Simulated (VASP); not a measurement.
# BN (P6_3/mmc) in VASP: notebook, part 2 of 2

VASP 6.6.1.

## 3. Optical spectrum, PBE

File INCAR:

```
ALGO = Normal ; CSHIFT = 0.1
EDIFF = 1E-7 ; ENCUT = 520
GGA = PE ; ISIF = 2
ISMEAR = 0 ; LASPH = T
LCHARG = F ; LOPTICS = T
LREAL = F ; LWAVE = F
NBANDS = 32 ; NEDOS = 1000
NELM = 100 ; PREC = Accurate
SIGMA = 0.02
```

File KPOINTS:

```
k-points
0
Gamma
  12 12 4
```

File POSCAR:

```
BN
1.0
    2.4982400000      0.0000000000      0.0000000000
   -1.2491200000      2.1635393048      0.0000000000
    0.0000000000      0.0000000000      6.6357000000
N B
2 2
Direct
    0.6666666667      0.3333333333      0.2500000000
    0.3333333333      0.6666666667      0.7500000000
    0.6666666667      0.3333333333      0.7500000000
    0.3333333333      0.6666666667      0.2500000000
```

Potentials or basis: VASP PAW PBE potentials, release 64 (N, B).

Launch:

```sh
$ cat potpaw_PBE.64/N/POTCAR potpaw_PBE.64/B/POTCAR > POTCAR
$ mpirun -np 1 vasp_std > vasp.out
```

OUTCAR:

```text
EDIFF = 1E-7
   ENCUT = 520
   GGA = PE
   ISIF = 2
   ISMEAR = 0
   LASPH = T
   LREAL = F
   NELM = 100
   PREC = Accurate

 ion  position               nearest neighbor table
   1  0.667  0.333  0.250-   4 1.44   4 1.44   4 1.44
   2  0.333  0.667  0.750-   3 1.44   3 1.44   3 1.44
   3  0.667  0.333  0.750-   2 1.44   2 1.44   2 1.44
   4  0.333  0.667  0.250-   1 1.44   1 1.44   1 1.44

  LATTYP: Found a hexagonal cell.
 ALAT       =     2.4982400000
 C/A-ratio  =     2.6561499296

  Lattice vectors:

 A1 = (   2.4982400000,   0.0000000000,   0.0000000000)
 A2 = (  -1.2491200000,   2.1635393048,   0.0000000000)
 A3 = (   0.0000000000,   0.0000000000,   6.6357000000)

Analysis of symmetry for initial positions (statically):
=====================================================================
 Subroutine PRICEL returns:
 Original cell was already a primitive cell.

 Routine SETGRP: Setting up the symmetry group for a
 hexagonal supercell.

 Subroutine GETGRP returns: Found 24 space group operations
 (whereof 12 operations were pure point group operations)
 out of a pool of 24 trial point group operations.

The static configuration has the point symmetry D_3d.
[... 755 lines left out ...]
      1.24912      0.72118      4.97677        -0.000000     -0.000000      0.000000
     -0.00000      1.44236      1.65892         0.000000     -0.000000      0.000000
 -----------------------------------------------------------------------------------
    total drift:                                0.000000     -0.000000      0.000000

  FREE ENERGIE OF THE ION-ELECTRON SYSTEM (eV)
  ---------------------------------------------------
  free  energy   TOTEN  =       -35.1469096279 eV

  energy  without entropy=      -35.1469096279  energy(sigma->0) =      -35.14690963

 electrical conductivity sigma (Mega S m-1) (frequency dependency in vasprun.xml)
  --------------------------------------------------------------------------------------
       0.000      -0.000       0.000
       0.000       0.000       0.000
       0.000       0.000       0.000

  frequency dependent IMAGINARY DIELECTRIC FUNCTION (independent particle, no local field effects) density-density
     E(ev)      X         Y         Z        XY        YZ        ZX
  --------------------------------------------------------------------------------------------------------------
     0.00000     0.00000     0.00000     0.00000     0.00000     0.00000     0.00000
     0.70450     0.01109     0.01109     0.00286     0.00000    -0.00000     0.00000
     1.40900     0.02435     0.02435     0.00611    -0.00000    -0.00000     0.00000
     2.11350     0.04331     0.04331     0.01032    -0.00000    -0.00000     0.00000
     2.81800     0.07624     0.07624     0.01688    -0.00000    -0.00000     0.00000
     3.52249     0.15112     0.15112     0.03057    -0.00000    -0.00000     0.00000
[... 92 lines left out ...]
    69.04089     0.00038     0.00038     0.00039    -0.00000     0.00000     0.00000
    69.74539     0.00037     0.00037     0.00038    -0.00000     0.00000     0.00000

  frequency dependent      REAL DIELECTRIC FUNCTION (independent particle, no local field effects) density-density
     E(ev)        X           Y           Z          XY          YZ          ZX
  --------------------------------------------------------------------------------------------------------------
     0.00000     4.81378     4.81378     2.98029    -0.00000    -0.00000     0.00000
     0.70450     4.85222     4.85222     2.99027    -0.00000    -0.00000     0.00000
     1.40900     4.97484     4.97484     3.02148    -0.00000    -0.00000     0.00000
     2.11350     5.20785     5.20785     3.07844    -0.00000    -0.00000     0.00000
     2.81800     5.61533     5.61533     3.17196    -0.00000    -0.00000     0.00000
     3.52249     6.36977     6.36977     3.33109    -0.00000    -0.00000     0.00000
[... 92 lines left out ...]
    69.04089     0.88208     0.88208     0.88574     0.00000    -0.00000    -0.00000
    69.74539     0.88473     0.88473     0.88847     0.00000    -0.00000    -0.00000

  frequency dependent IMAGINARY DIELECTRIC FUNCTION (independent particle, no local field effects) current-current
     E(ev)      X         Y         Z        XY        YZ        ZX
  --------------------------------------------------------------------------------------------------------------
     0.00000    10.82991    10.82991     5.62185     0.00000    -0.00000    -0.00000
     0.70450     1.10479     1.10479     0.56783     0.00000    -0.00000    -0.00000
     1.40900     0.58862     0.58862     0.29302     0.00000    -0.00000    -0.00000
     2.11350     0.44157     0.44157     0.20699     0.00000    -0.00000    -0.00000
     2.81800     0.40390     0.40390     0.17103     0.00000    -0.00000    -0.00000
     3.52249     0.45620     0.45620     0.16296     0.00000    -0.00000    -0.00000
[... 92 lines left out ...]
    69.04089     0.00004     0.00004     0.00006    -0.00000    -0.00000     0.00000
    69.74539     0.00004     0.00004     0.00006    -0.00000    -0.00000     0.00000

  frequency dependent      REAL DIELECTRIC FUNCTION (independent particle, no local field effects) current-current
     E(ev)        X           Y           Z          XY          YZ          ZX
  --------------------------------------------------------------------------------------------------------------
     0.00000     4.81139     4.81139     2.97940     0.00000    -0.00000    -0.00000
     0.70450     4.84938     4.84938     2.98927     0.00000    -0.00000    -0.00000
     1.40900     4.97174     4.97174     3.02044     0.00000    -0.00000    -0.00000
     2.11350     5.20422     5.20422     3.07732     0.00000    -0.00000    -0.00000
     2.81800     5.61062     5.61062     3.17067     0.00000    -0.00000    -0.00000
     3.52249     6.36243     6.36243     3.32939     0.00000    -0.00000    -0.00000
[... 92 lines left out ...]
    69.04089     0.88209     0.88209     0.88576    -0.00000     0.00000    -0.00000
    69.74539     0.88474     0.88474     0.88848    -0.00000     0.00000    -0.00000
```

Run time: 46 s. Hardware: 1 thread of Intel Xeon Platinum 8488C (Sapphire Rapids), shared host; peak memory 0.21 GiB.

What came out:

```yaml
Free_energy: -35.1469 eV
Pressure: 5.1 GPa
Band_gap_on_the_k_mesh: 4.29 eV, indirect (least direct gap 4.66 eV)
```

Stress tensor (GPa, compression positive):
```
6.30 0.00 0.00
0.00 6.30 0.00
0.00 0.00 2.85
```

Dielectric function (mean over the directions given):
```
energy (eV)  real part  imaginary part
       0.28       4.21            0.00
       1.27       4.30            0.02
       2.32       4.57            0.04
       3.38       5.21            0.10
       4.37       7.22            0.50
       5.42       4.63            7.96
       6.48       0.81            3.50
       7.47       0.70            1.10
       8.52       2.01            0.93
       9.58       3.71            1.82
      10.57       2.67            3.04
      11.62       2.56            1.75
      12.68       4.79            1.76
      13.67       2.77            6.82
      14.72      -1.14            6.90
      15.78      -0.57            1.83
      16.77       0.14            1.35
      17.82      -0.85            2.21
      18.88      -0.05            1.77
      19.94      -0.29            1.39
```

Caveat: spectra need much finer meshes, so this one isn't converged; independent-particle spectra lack excitons; this functional lacks dispersion, which binds the layers, so the pressure and a relaxed spacing across them are unreliable. A k mesh can miss the band edges.

## 4. Density of states, PBE

POSCAR is that of step 3.

File INCAR.step1:

```
PREC = Accurate
ENCUT = 520
EDIFF = 1E-6
ISMEAR = 0
SIGMA = 0.02
LREAL = F
LASPH = T
NELM = 80
ALGO = Normal
ISIF = 2
LWAVE = F
LCHARG = T
GGA = PE
NBANDS = 16
```

File KPOINTS.step1:

```
regular mesh
0
Gamma
  12 12 4
```

File INCAR.step2:

```
PREC = Accurate
ENCUT = 520
EDIFF = 1E-6
ISMEAR = -5
SIGMA = 0.02
LREAL = F
LASPH = T
NELM = 80
ALGO = Normal
ISIF = 2
LWAVE = F
LCHARG = F
GGA = PE
LORBIT = 10
NBANDS = 16
NEDOS = 1001
ICHARG = 11
```

File KPOINTS.step2:

```
regular mesh
0
Gamma
  18 18 6
```

Launch:

```sh
$ cat potpaw_PBE.64/N/POTCAR potpaw_PBE.64/B/POTCAR > POTCAR
$ cp INCAR.step1 INCAR
$ cp KPOINTS.step1 KPOINTS
$ mpirun -np 1 vasp_std > vasp.out
$ cp INCAR.step2 INCAR
$ cp KPOINTS.step2 KPOINTS
$ mpirun -np 1 vasp_std > vasp.out
```

It took 56 s on 1 thread of Intel Xeon Platinum 8488C (Sapphire Rapids), shared host; peak memory 0.19 GiB.

Results (log left out):

| Property | Result |
| --- | --- |
| Valence electrons inside the program's atomic spheres | N 4.03; B 2.18 |

Levels at points of the mesh, in eV from the valence-band top:
```tsv
k point	band 4	band 5	band 6	band 7	band 8	band 9	band 10	band 11	band 12	band 13
(0.00, 0.00, 0.00)	-4.16	-1.36	-1.36	-1.32	-1.32	5.23	10.31	11.57	11.57	11.69
(0.50, 0.00, 0.00)	-8.90	-4.19	-4.13	-1.49	-0.47	4.25	5.62	9.56	9.99	12.71
(0.00, 0.00, 0.50)	-5.35	-1.34	-1.34	-1.34	-1.34	7.61	7.61	11.63	11.63	11.63
(0.50, 0.00, 0.50)	-8.94	-4.16	-4.16	-0.96	-0.96	4.71	4.71	9.95	9.95	13.60
```

States per cell in windows of 0.5 eV (zero at the valence-band top; states under -8 eV left out):
```csv
from (eV),total,N1_p,N2_p,B3_p,B4_p,B3_s,B4_s
-8.0,0.49,0.10,0.10,0.04,0.04,0.05,0.05
-7.5,0.39,0.08,0.08,0.03,0.03,0.04,0.04
-7.0,0.45,0.09,0.09,0.03,0.03,0.05,0.05
-6.5,0.48,0.10,0.10,0.04,0.04,0.04,0.04
-6.0,0.58,0.12,0.12,0.06,0.06,0.04,0.04
-5.5,0.78,0.17,0.17,0.09,0.09,0.04,0.04
-5.0,0.78,0.18,0.18,0.10,0.10,0.03,0.03
-4.5,1.17,0.28,0.28,0.17,0.17,0.02,0.02
-4.0,0.96,0.23,0.23,0.13,0.13,0.01,0.01
-3.5,0.80,0.19,0.19,0.10,0.10,0.01,0.01
-3.0,0.76,0.19,0.19,0.09,0.09,0.00,0.00
-2.5,0.71,0.18,0.18,0.08,0.08,0.00,0.00
-2.0,0.79,0.20,0.20,0.07,0.07,0.00,0.00
-1.5,0.59,0.15,0.15,0.03,0.03,0.00,0.00
-1.0,0.55,0.15,0.15,0.02,0.02,0.00,0.00
-0.5,0.41,0.12,0.12,0.01,0.01,0.00,0.00
0.0,0.00,0.00,0.00,0.00,0.00,0.00,0.00
0.5,0.00,0.00,0.00,0.00,0.00,0.00,0.00
1.0,0.00,0.00,0.00,0.00,0.00,0.00,0.00
1.5,0.00,0.00,0.00,0.00,0.00,0.00,0.00
2.0,0.00,0.00,0.00,0.00,0.00,0.00,0.00
2.5,0.00,0.00,0.00,0.00,0.00,0.00,0.00
3.0,0.00,0.00,0.00,0.00,0.00,0.00,0.00
3.5,0.00,0.00,0.00,0.00,0.00,0.00,0.00
4.0,0.06,0.00,0.00,0.01,0.01,0.00,0.00
4.5,0.54,0.01,0.01,0.12,0.12,0.00,0.00
5.0,0.54,0.03,0.03,0.11,0.11,0.00,0.00
5.5,0.49,0.03,0.03,0.09,0.09,0.00,0.00
6.0,0.43,0.03,0.03,0.06,0.06,0.00,0.00
6.5,0.39,0.04,0.04,0.05,0.05,0.00,0.00
7.0,0.46,0.04,0.04,0.04,0.04,0.00,0.00
7.5,0.42,0.05,0.05,0.03,0.03,0.00,0.00
```

Caveat: this functional lacks dispersion, which binds the layers, so the pressure and a relaxed spacing across them are unreliable.

## 5. Electric field gradients, PBE

File INCAR:

```
  ALGO = Fast
  EDIFF = 1E-8
  ENCUT = 520
  GGA = PE
  ISIF = 2
  ISMEAR = 0
  LASPH = T
  LCHARG = F
  LEFG = T
  LREAL = F
  LWAVE = F
  NELM = 100
  PREC = Accurate
  SIGMA = 0.02
```

KPOINTS is that of step 3.

POSCAR is that of step 4.

Potentials or basis: VASP PAW PBE potentials, release 64 (N, B).

Launch:

```sh
$ cat potpaw_PBE.64/N/POTCAR potpaw_PBE.64/B/POTCAR > POTCAR
$ mpirun -np 1 vasp_std > vasp.out
```

OUTCAR:

```text
EDIFF = 1E-8
   ENCUT = 520
   GGA = PE
   ISIF = 2
   ISMEAR = 0
   LASPH = T
   LREAL = F
   NELM = 100
   PREC = Accurate

 ion  position               nearest neighbor table
   1  0.667  0.333  0.250-   4 1.44   4 1.44   4 1.44
   2  0.333  0.667  0.750-   3 1.44   3 1.44   3 1.44
   3  0.667  0.333  0.750-   2 1.44   2 1.44   2 1.44
   4  0.333  0.667  0.250-   1 1.44   1 1.44   1 1.44

  LATTYP: Found a hexagonal cell.
 ALAT       =     2.4982400000
 C/A-ratio  =     2.6561499296

  Lattice vectors:

 A1 = (   2.4982400000,   0.0000000000,   0.0000000000)
 A2 = (  -1.2491200000,   2.1635393048,   0.0000000000)
 A3 = (   0.0000000000,   0.0000000000,   6.6357000000)

Analysis of symmetry for initial positions (statically):
=====================================================================
 Subroutine PRICEL returns:
 Original cell was already a primitive cell.

[... 567 lines left out ...]
 -----------------------------------------------------------------------------------
      1.24912      0.72118      1.65892         0.000000      0.000000      0.000000
     -0.00000      1.44236      4.97677         0.000000     -0.000000      0.000000
      1.24912      0.72118      4.97677        -0.000000      0.000000      0.000000
     -0.00000      1.44236      1.65892         0.000000     -0.000000      0.000000
 -----------------------------------------------------------------------------------
    total drift:                                0.000000     -0.000000      0.000000

  FREE ENERGIE OF THE ION-ELECTRON SYSTEM (eV)
  ---------------------------------------------------
  free  energy   TOTEN  =       -35.1469096333 eV

  energy  without entropy=      -35.1469096333  energy(sigma->0) =      -35.14690963

 Electric field gradients (V/A^2)
---------------------------------------------------------------------
 ion       V_xx      V_yy      V_zz      V_xy      V_xz      V_yz
---------------------------------------------------------------------
   1      -1.203    -1.203     2.406    -0.001    -0.000     0.000
   2      -1.203    -1.203     2.406    -0.001     0.000    -0.000
   3     -17.630   -17.630    35.260     0.000     0.000    -0.000
   4     -17.630   -17.630    35.260     0.000    -0.000     0.000
---------------------------------------------------------------------

 Electric field gradients after diagonalization (V/A^2)
 (convention: |V_zz| > |V_xx| > |V_yy|)
----------------------------------------------------------------------
 ion       V_xx      V_yy      V_zz     asymmetry (V_yy - V_xx)/ V_zz
----------------------------------------------------------------------
   1      -1.204    -1.202     2.406       0.001
   2      -1.204    -1.202     2.406       0.001
   3     -17.630   -17.630    35.260       0.000
   4     -17.630   -17.630    35.260       0.000
----------------------------------------------------------------------

           NMR quadrupolar parameters

 Cq : quadrupolar parameter    Cq=e*Q*V_zz/h
 eta: asymmetry parameters     (V_yy - V_xx)/ V_zz
 Q  : nuclear electric quadrupole moment in mb (millibarn)
----------------------------------------------------------------------
 ion       Cq(MHz)       eta       Q (mb)
----------------------------------------------------------------------
   1       0.006       0.001       1.000
   2       0.006       0.001       1.000
   3       0.085       0.000       1.000
   4       0.085       0.000       1.000
----------------------------------------------------------------------
```

OSZICAR:

```text
N       E                     dE             d eps       ncg     rms          rms(c)
DAV:   1     0.616906088915E+02    0.61691E+02   -0.84188E+03  1368   0.124E+03
[... 11 lines left out ...]
RMM:  13    -0.351469088186E+02   -0.14052E-04   -0.10929E-04  1709   0.127E-01    0.946E-03
RMM:  14    -0.351469102270E+02   -0.14084E-05   -0.15113E-05  1728   0.364E-02    0.777E-03
RMM:  15    -0.351469097085E+02    0.51855E-06   -0.25715E-06  1671   0.169E-02    0.224E-03
RMM:  16    -0.351469097015E+02    0.69526E-08   -0.14701E-06  1688   0.988E-03    0.119E-03
RMM:  17    -0.351469096560E+02    0.45511E-07   -0.13196E-07  1663   0.409E-03    0.569E-04
RMM:  18    -0.351469096313E+02    0.24726E-07   -0.37015E-08  1380   0.160E-03    0.712E-05
RMM:  19    -0.351469096333E+02   -0.20405E-08   -0.61720E-09  1148   0.771E-04
   1 F= -.35146910E+02 E0= -.35146910E+02  d E =-.103218E-19
```

stdout:

```text
POSCAR found type information on POSCAR N B
 POSCAR found :  2 types and       4 ions
 scaLAPACK will be used
 LDA part: xc-table for (Slater+PW92), standard interpolation
 POSCAR, INCAR and KPOINTS ok, starting setup
 FFT: planning ... GRIDC
 FFT: planning ... GRID_SOFT
 FFT: planning ... GRID
 WAVECAR not read
 entering main loop
WARNING in EDDRMM: call to ZHEGV failed, returncode =   8  4     11
ion   1

ion   2

ion   3

ion   4
```

Wall time 24 s (1 thread of Intel Xeon Platinum 8488C (Sapphire Rapids), shared host); peak memory 0.15 GiB.

What came out:

```
Free energy            : -35.1469 eV
Pressure               : 5.1 GPa
Band gap on the k mesh : 4.29 eV, indirect (least direct gap 4.66 eV)
```

Stress tensor (GPa, compression positive):
```
6.29 0.00 0.00
0.00 6.29 0.00
0.00 0.00 2.84
```

Electric field gradients, principal values (V/Å²):
```
atom      Vxx      Vyy     Vzz
 1 N   -1.202   -1.204   2.406
 2 N   -1.202   -1.204   2.406
 3 B  -17.630  -17.630  35.260
 4 B  -17.630  -17.630  35.260
```

Caveat: this functional lacks dispersion, which binds the layers, so the pressure and a relaxed spacing across them are unreliable. A hybrid or GW would open this gap; PBE tends to underestimate it.

## 6. For comparison

An earlier run on the cell as given: functional PBE; potentials or basis VASP PAW PBE potentials, release 64 (N, B); cutoff 520 eV; k mesh 12 × 12 × 4; occupations fermi-dirac, width 0.05 eV; no spin polarisation.

- Pressure: 5.1 GPa
- Band gap on the k mesh: 4.29 eV, indirect (least direct gap 4.66 eV)

## 7. Overview

```tsv
task	smearing	k mesh for the DOS	occupations for the DOS	gap on the mesh (eV)	pressure (GPa)
Born charges and dielectric tensor	gaussian 0.02 eV	-	-	4.29	-
optical spectrum	gaussian 0.02 eV	-	-	4.29	5.1
density of states	gaussian 0.02 eV	18 × 18 × 6	tetrahedron	-	-
electric field gradients	gaussian 0.02 eV	-	-	4.29	5.1
single point	fermi-dirac 0.05 eV	-	-	4.29	5.1
```

Alike in all rows: level PBE; potentials or basis VASP PAW PBE potentials, release 64 (N, B); no spin polarisation; cell as given; k mesh 12 × 12 × 4; cutoff (eV) 520.

On the cell as given the gap runs from 4.29 eV (PBE) to 4.29 eV (PBE).

Caveats: this functional lacks dispersion, which binds the layers, so the pressure and a relaxed spacing across them are unreliable; spectra need much finer meshes, so this one isn't converged (some runs); independent-particle spectra lack excitons (some runs).

Total energies depend on the potentials used, so only differences within one code and one set of settings carry meaning.
